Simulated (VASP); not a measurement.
**Pd: single point with r2SCAN**

Crystal: Pd.

```
Pd
1.0
     2.73583    0.00000    0.00000
    -1.36792    2.36930    0.00000
     0.00000    0.00000    4.62568
Pd
2
Cartesian
  0.0000 1.5795 3.4693
  1.3679 0.7898 1.1564
```

The cell was built by a generator and needn't be a form met in nature.

```json
{"Program": "VASP 6.6.1", "Task": "single point", "Functional": "r2SCAN", "Potentials or basis": "VASP PAW PBE potentials, release 64 (Pd)", "Cutoff": "520 eV", "k mesh": "18 × 18 × 10", "Occupations": "gaussian, width 0.05 eV", "Spin": "no spin polarisation", "Dipole correction": "no", "Further INCAR settings": "ALGO = Normal; EDIFF = 1e-06; NBANDS = 17"}
```

```json
{
  "Pressure": "0.7 GPa",
  "Band gap on the k mesh": "none (metal or under the smearing width)"
}
```

Stress tensor (GPa, compression positive):
```
0.69 0.00 0.00
0.00 0.69 0.00
0.00 0.00 0.60
```

Levels at points of the mesh, in eV from the Fermi level:
| k point | band 7 | band 8 | band 9 | band 10 | band 11 | band 12 | band 13 | band 14 |
| --- | --- | --- | --- | --- | --- | --- | --- | --- |
| (0.00, 0.00, 0.00) | -2.44 | -1.63 | -1.63 | -0.26 | -0.26 | 1.03 | 7.04 | 18.12 |
| (0.50, 0.00, 0.00) | -1.64 | -0.03 | 0.06 | 0.24 | 2.86 | 4.88 | 10.11 | 10.35 |
| (0.00, 0.00, 0.50) | -2.80 | -2.80 | -0.72 | -0.72 | -0.72 | -0.72 | 14.32 | 14.32 |
| (0.50, 0.00, 0.50) | -0.43 | -0.43 | 0.17 | 0.17 | 2.95 | 2.95 | 8.65 | 8.65 |

Wall time 3.9 min on 1 thread of Intel(R) Xeon(R) Platinum 8488C (Sapphire Rapids), with other jobs on the host, peak memory 0.21 GiB.

Caveat: the PAW data sets were made with another functional, which shifts forces and pressure a little.
